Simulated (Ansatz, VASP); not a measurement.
# SrCl2: VASP beside Ansatz

POSCAR

```
SrCl2
1.0
    0.0000000000      3.4157900000      3.4855000000
    3.4855000000      0.0000000000      3.4855000000
    3.4855000000      3.4157900000      0.0000000000
Sr Cl
1 2
Direct
    0.0000000000      0.0000000000      0.0000000000
    0.2500000000      0.2500000000      0.2500000000
    0.7500000000      0.7500000000      0.7500000000
```

INCAR.step1

```
PREC = Accurate ; ENCUT = 520
ISMEAR = 0 ; SIGMA = 0.05
LREAL = False ; LASPH = True
NELM = 100 ; NBANDS = 19
GGA = PE ; ALGO = Normal
EDIFF = 1E-4 ; LWAVE = True
LCHARG = False
```

Contents of INCAR.step2:

```
PREC = Accurate ; ENCUT = 520
EDIFF = 1E-7 ; ISMEAR = 0
SIGMA = 0.05 ; LREAL = False
LASPH = True ; NELM = 100
ALGO = Normal ; ISIF = 2
LWAVE = False ; LCHARG = False
METAGGA = R2SCAN ; LMIXTAU = True
NBANDS = 19 ; ISTART = 1
```

The input KPOINTS:

```
Automatic mesh
0
Gamma
  6 6 6
```

Input for Ansatz:

```yaml
crystal:
  lattice:
    - [0.0, 3.41579, 3.4855]
    - [3.4855, 0.0, 3.4855]
    - [3.4855, 3.41579, 0.0]
  atoms:
    - { symbol: Sr, position: [0.0, 0.0, 0.0] }
    - { symbol: Cl, position: [0.25, 0.25, 0.25] }
    - { symbol: Cl, position: [0.75, 0.75, 0.75] }
basis:
  ecutwfc: 500
kpoints:
  mp_grid: { grid: [6, 6, 6] }
hamiltonian:
  xc: r2scan
scf:
  occupations: { method: gaussian, width: 0.05 }
output:
  forces: true
  stress: true
  eigenvalues: true
```

Change from the starting cell: strain -0.0200 x Voigt [0, 1, 0, 0, 0, 0], atoms carried along.

Alike in both runs: task single point; functional r2SCAN; k mesh 6 × 6 × 6; occupations gaussian, width 0.05 eV; no spin polarisation.

|  | VASP | Ansatz |
| --- | --- | --- |
| version | VASP 6.6.1 | Ansatz 0.2.0 |
| potentials or method | VASP PAW PBE potentials, release 64 (Sr_sv, Cl) | scalar-relativistic, plane waves, PAW |
| plane-wave cutoff (eV) | 520 | 500 |
| valence electrons in the cell | 24 | 24 |

```csv
,VASP,Ansatz,Ansatz less VASP
gap on the k mesh at the Fermi level (eV),5.88,5.88,-0.001
least direct gap on the mesh (eV),5.88,5.88,-0.001
pressure (GPa),1.3,1.2,-0.06
largest component of the traceless stress (GPa),0.77,0.78,+0.005
```

With one functional, cell and mesh, what is left measures potentials, basis and numerics.

Caveats: the PAW data sets were made with another functional, which shifts forces and pressure a little (VASP). A k mesh can miss the band edges.
